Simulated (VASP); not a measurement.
## Tl: relaxation of cell and atoms with PBEsol

Crystal: Tl.

```
Tl
1.0
     3.45600    0.00000    0.00000
    -1.72800    2.99298    0.00000
     0.00000    0.00000    5.52500
Tl
2
Direct
  0.33333 0.66667 0.25000
  0.66667 0.33333 0.75000
```

```
Program                : VASP 6.6.1
Task                   : relaxation of cell and atoms
Functional             : PBEsol
Potentials or basis    : VASP PAW PBE potentials, release 64 (Tl_d)
Cutoff                 : 600 eV
k mesh                 : 12 × 12 × 7
Occupations            : methfessel-paxton, width 0.1 eV
Spin                   : no spin polarisation
Further INCAR settings : ALGO = Normal; EDIFF = 1e-06; IBRION = 2; EDIFFG = -0.01; NSW = 90; ISIF = 3
```

```yaml
Relaxed_volume: 28.70 Å³/atom
Relaxed_cell: a = 3.513 Å, b = 3.513 Å, c = 5.369 Å, α = 90.00°, β = 90.00°, γ = 120.00°
Space_group_after_relaxing_to_0.05_Å: P6_3/mmc (No. 194)
Energy_gained_by_relaxing: 3.9 meV/atom
Ionic_steps: 8
Pressure_after_relaxing: 0.0 GPa
Band_gap_on_the_k_mesh: none (metal or under the smearing width)
```

The path:
```
step  energy change (eV)  largest force (eV/Å)  pressure (GPa)  volume (Å³)
   1              0.0000                0.0000           -0.04        57.15
   2             -0.0036                0.0000            0.04        57.09
   3             -0.0066                0.0000            0.19        57.00
   4             -0.0043                0.0000            0.51        56.78
   5             -0.0073                0.0000            0.26        56.94
   6             -0.0073                0.0000            0.30        56.92
   7             -0.0077                0.0000           -0.10        57.57
   8             -0.0077                0.0000            0.02        57.39
```

Final structure:
```
CELL_PARAMETERS angstrom
3.51312 0.00000 0.00000
-1.75656 3.04245 0.00000
0.00000 0.00000 5.36938
ATOMIC_POSITIONS crystal
Tl 0.33333 0.66667 0.25000
Tl 0.66667 0.33333 0.75000
```

Levels at points of the mesh, in eV from the Fermi level:
| k point | band 9 | band 10 | band 11 | band 12 | band 13 | band 14 | band 15 | band 16 | band 17 |
| --- | --- | --- | --- | --- | --- | --- | --- | --- | --- |
| (0.00, 0.00, 0.00) | -11.04 | -11.04 | -10.06 | -4.69 | -2.71 | 7.39 | 7.39 | 9.59 | 9.59 |
| (0.50, 0.00, 0.00) | -11.03 | -10.97 | -5.99 | -4.85 | -0.49 | 0.82 | 1.35 | 3.46 | 3.86 |

Wall time 68 s on 2 MPI ranks on Intel(R) Xeon(R) 6975P-C (Granite Rapids), on a shared host, peak memory 0.24 GiB a rank.

Caveat: the PAW data sets were made with another functional, which shifts forces and pressure a little. The run has no spin-orbit coupling, so splittings on Tl are missing.
